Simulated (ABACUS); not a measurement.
The system is Sb.

```
Sb
1.0
     3.16000    0.00000    0.00000
     0.00000    3.16000    0.00000
     0.00000    0.00000    3.16000
Sb
1
Direct
  0.00000 0.00000 0.00000
```

This isn't the form of Sb at room conditions, which is rhombohedral.

```yaml
Program: ABACUS 3.10.1
Task: single point
Functional: PBE
Potentials_or_basis: PseudoDojo NC SR 0.4.1 PBE standard
Cutoff: 1361 eV
Density_cutoff: 5442 eV
Basis: DZP LCAO (the cutoffs set its grid)
k_mesh: 8 × 8 × 8
Occupations: fermi-dirac, width 0.05 eV
Spin: no spin polarisation
```

On this cell: pressure -1.5 GPa; band gap on the k mesh none (metal or under the smearing width).

The same run follows on a disturbed copy (cell strained at random at fixed volume):

```
Sb
1.0
     3.18307   -0.00916   -0.07927
    -0.00916    3.13721   -0.05653
    -0.07927   -0.05653    3.16292
Sb
1
Direct
  0.00350 0.00307 0.97826
```

What changes?

The energy (extrapolated to zero smearing) moves by +1.3 meV/atom; pressure -1.6 GPa; band gap on the k mesh none (metal or under the smearing width).

Stress tensor (GPa, compression positive):
```
-2.36 -0.09  0.45
-0.09 -0.54  0.05
 0.45  0.05 -1.85
```

Caveats: the atomic orbitals were generated for these runs and aren't a published set; the basis of atomic orbitals isn't converged, which shifts pressures, moduli and gaps.
